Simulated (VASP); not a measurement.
Shape and ions are relaxed at each volume.

Energy against volume of InN (wurtzite). Level of theory: SCAN meta-GGA, VASP's PBE PAW potentials (set 64) (plane waves; VASP 6.6.1).

```
V (Å³/atom)  E (eV/atom)
-----------  -----------
14.582         -21.36272
15.048         -21.38616
15.513         -21.39433
15.979         -21.39038
16.444         -21.37600
```

Problem. Fit a third-order Birch-Murnaghan equation of state.

Solution. 
```
Item                                             Value
---------------------------------------  -------------
volume per atom                          15.58 Å³/atom
bulk modulus                                   139 GPa
pressure derivative of the bulk modulus           5.52
```

Measured: bulk modulus 126 GPa (computed value off by +10.5 %), as given by Phys. Rev. B 49, 14 (GaN and InN under pressure), abstract. The calculation is for a static lattice, while the measured bulk modulus holds thermal and zero-point effects, which are part of the difference.

The compound is InN in the wurtzite structure. It was relaxed first.
